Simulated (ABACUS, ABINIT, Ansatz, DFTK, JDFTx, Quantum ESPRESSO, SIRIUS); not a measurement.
**Rh: programs and potentials compared**

```
Rh
1.0
     0.00000    1.89785    1.89785
     1.89785    0.00000    1.89785
     1.89785    1.89785    0.00000
Rh
1
Cartesian
  0.0000 0.0000 0.0000
```

Alike in all runs: task single point; functional PBEsol; k mesh 12 × 12 × 12; occupations fermi-dirac, width 0.05 eV; no spin polarisation; no spin-orbit coupling. Pressure is positive in compression and, in plane waves, holds the error of the finite cutoff.

```tsv
program and potentials	plane-wave cutoff (eV)	notes	band gap (eV)	pressure (GPa)
ABACUS, PseudoDojo NC SR 0.4.1 PBEsol standard, plane waves	1211	17 valence electrons an atom on average	?	?
Quantum ESPRESSO, GBRV 1.5 PBEsol	612	15 valence electrons an atom on average	no gap	-3.04
DFTK, PseudoDojo SR PBEsol 0.4.1 standard (PBEsol)	1197	17 valence electrons an atom on average	no gap	-3.40
ABINIT, PseudoDojo NC SR PBEsol v0.4.1 standard	1197	17 valence electrons an atom on average	no gap	-3.40
Ansatz, all-electron LAPW, scalar-relativistic	-	-	no gap	-3.74
SIRIUS, PseudoDojo 0.4.1 PBEsol standard (scalar relativistic)	1202	17 valence electrons an atom on average	no gap	-3.39
JDFTx, PseudoDojo-SR-PBEsol-0.4.1-standard with smoothed tails	1197	17 valence electrons an atom on average	no gap	-3.41
```

**Question.** Estimate from the other rows what the run with ABACUS, PseudoDojo NC SR 0.4.1 PBEsol standard, plane waves gave.

**Answer.** No band gap; pressure -3.36 GPa. The other rows, which needn't bracket it: pressure -3.74 to -3.04.
